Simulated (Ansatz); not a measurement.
Pb under changes of volume

One of the cells (30.323 Å³/atom); the others are scaled copies at fixed shape and fractional positions:

```
Pb
1.0
     0.00000    2.47502    2.47502
     2.47502    0.00000    2.47502
     2.47502    2.47502    0.00000
Pb
1
Cartesian
  0.0000 0.0000 0.0000
```

* Program: Ansatz 0.2.0
* Functional: BLYP
* Dispersion: D4
* Potentials or basis: Ansatz PAW
* Cutoff: 420 eV (not typed: the program's choice for these potentials)
* k mesh: 9 × 9 × 9
* Occupations: fermi-dirac, width 0.05 eV
* Spin: no spin polarisation

```csv
volume (Å³/atom),energy over the lowest point (meV/atom),pressure (GPa)
28.503,45.86,5.4
29.110,28.14,4.0
29.716,15.26,2.8
30.323,?,?
30.929,1.69,0.9
31.535,0.00,0.0
32.142,1.30,-0.7
```

Q: What does the run at 30.323 Å³/atom give?

A: Energy over the lowest point 6.63 meV/atom; pressure 1.8 GPa.

Worked out: A Birch-Murnaghan fit of order 3 (a polynomial in V^(-2/3)) to the other rows has its minimum at 31.56 Å³/atom with B0 = V·E''(V) = 40 GPa and B' = 5.6. It gives 6.59 meV/atom at 30.323 Å³/atom, against the run's 6.63, and -dE/dV = 1.8 GPa, against 1.8.

Energies are extrapolated to zero smearing.

Caveats: pairwise dispersion overbinds metals, which lowers pressure and volume; the PAW data sets come from PBE, with cores solved anew for the run's functional, which leaves a small shift of forces and pressure.
